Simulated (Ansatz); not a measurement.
# PbS (Galena) under changes of volume

One of the cells (26.086 Å³/atom); the others are scaled copies at fixed shape and fractional positions:

```
CELL_PARAMETERS angstrom
0.00000 2.96575 2.96575
2.96575 0.00000 2.96575
2.96575 2.96575 0.00000
ATOMIC_POSITIONS crystal
Pb 0.00000 0.00000 0.00000
S 0.50000 0.50000 0.50000
```

| Item | Value |
| --- | --- |
| Program | Ansatz 0.2.0 |
| Functional | PBE |
| Potentials or basis | Ansatz PAW |
| Cutoff | 420 eV (not typed: the program's choice for these potentials) |
| k mesh | 8 × 8 × 8 |
| Occupations | fermi-dirac, width 0.05 eV |
| Spin | no spin polarisation |

| volume (Å³/atom) | energy over the lowest point (meV/atom) | pressure (GPa) | gap on the mesh (eV) |
| --- | --- | --- | --- |
| 24.521 | 48.99 | 6.6 | 0.11 |
| 25.042 | 30.19 | 5.0 | 0.20 |
| 25.564 | 16.32 | 3.5 | 0.28 |
| 26.086 | 6.96 | 2.2 | 0.36 |
| 26.607 | 1.64 | 1.0 | 0.43 |
| 27.129 | 0.00 | 0.0 | 0.49 |
| 27.651 | ? | ? | ? |

Task: What does the run at 27.651 Å³/atom give?

Result: Energy over the lowest point 1.67 meV/atom; pressure -1.0 GPa; gap on the mesh 0.55 eV.

Worked out: A Birch-Murnaghan fit of order 3 (a polynomial in V^(-2/3)) to the other rows has its minimum at 27.12 Å³/atom with B0 = V·E''(V) = 53 GPa and B' = 4.2. It gives 1.67 meV/atom at 27.651 Å³/atom, against the run's 1.67, and -dE/dV = -1.0 GPa, against -1.0. A straight line through the other rows of the gap, of slope 3.78 eV per unit of ln V (its deformation potential), extrapolates to 0.57 eV, against the run's 0.55.

Energies are extrapolated to zero smearing.

Caveats: spin-orbit coupling is left out, which as a rule narrows the gap of such compounds by several tenths of an eV.

A mesh can miss the band edges.
